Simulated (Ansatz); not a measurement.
Rows from a G0W0 calculation on P (honeycomb bilayer) (Ansatz 0.2.0; G0W0 on PBE, plane waves, PAW; PAW set soft_1; 6×6×1 mesh, 212 empty bands, screening to 44 eV, PAW set soft_1 files), in eV. Spin-orbit coupling is left out.

| row | k | band | start | Σx | Σc at the solution | Vxc |
| --- | --- | --- | --- | --- | --- | --- |
| A | (0.000, 0.167, 0.000) | c1 | -3.216 | -8.589 | -3.798 | -13.198 |
| B | (0.000, 0.333, 0.000) | c2 | -3.972 | -8.302 | -3.458 | -12.445 |
| C | (0.000, 0.333, 0.000) | c1 | -4.414 | -8.192 | -3.405 | -12.252 |
| D | (0.000, 0.167, 0.000) | c2 | -3.164 | -8.862 | -3.814 | -13.507 |
| E | (0.000, 0.167, 0.000) | v1 | -5.646 | -14.885 | 1.637 | -12.978 |
| F | (0.000, 0.333, 0.000) | v1 | -6.189 | -15.589 | 1.688 | -13.703 |

Q: Give the quasiparticle energies and the shift of each level.

The quasiparticle equation reads E = start + Σx + Σc(E) − Vxc.

| row | E (eV) | shift (eV) |
| --- | --- | --- |
| A | -2.405 | +0.811 |
| B | -3.288 | +0.685 |
| C | -3.759 | +0.656 |
| D | -2.334 | +0.831 |
| E | -5.917 | −0.271 |
| F | -6.386 | −0.197 |

The gap over the computed points goes from 1.23 eV to 2.16 eV.

Limits: not at the basis limit; coarse mesh for a sheet.

[Runs of the session that timed out or met a known fault of the program may be left out.]

[Cells called generated may have been cut or substituted from an entry of the Crystallography Open Database or the Materials Project.]

[Hosts, paths, dates, database ids (printed as entryN), source tags and the programs' standing remarks are cut or masked in the printed files.]
